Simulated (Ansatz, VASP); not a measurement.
One calculation of Na, two programs

```
CELL_PARAMETERS angstrom
2.61911 0.00000 0.00000
0.00000 2.61911 0.00000
0.00000 0.00000 2.61911
ATOMIC_POSITIONS crystal
Na 0.00000 0.00000 0.00000
```

Change from the starting cell: volume scaled by 0.45, PAW files.

Alike in both runs: task single point; functional PBE; k mesh 12 × 12 × 12; occupations fermi-dirac, width 0.05 eV; no spin polarisation.

|  | VASP | Ansatz |
| --- | --- | --- |
| version | VASP 6.6.1 | Ansatz 0.2.0 |
| potentials or method | VASP PAW PBE potentials, release 64 (Na_pv) | PAW with Ansatz's default frozen-core files, scalar-relativistic |
| plane-wave cutoff (eV) | 520 | 420 |
| valence electrons in the cell | 7 | 9 |

VASP gave:

```
pressure (GPa) : 21.4
```

Task: What did Ansatz give for the same quantities?

Result: Pressure (GPa): 21.6.

The functional is the same, so the differences come from potentials, cutoffs and numerics. The two sets of potentials don't hold the same shells in valence.

Caveats: so large a pressure means that the cell lies far from this level's equilibrium, or that cutoff or potentials fall short (VASP).
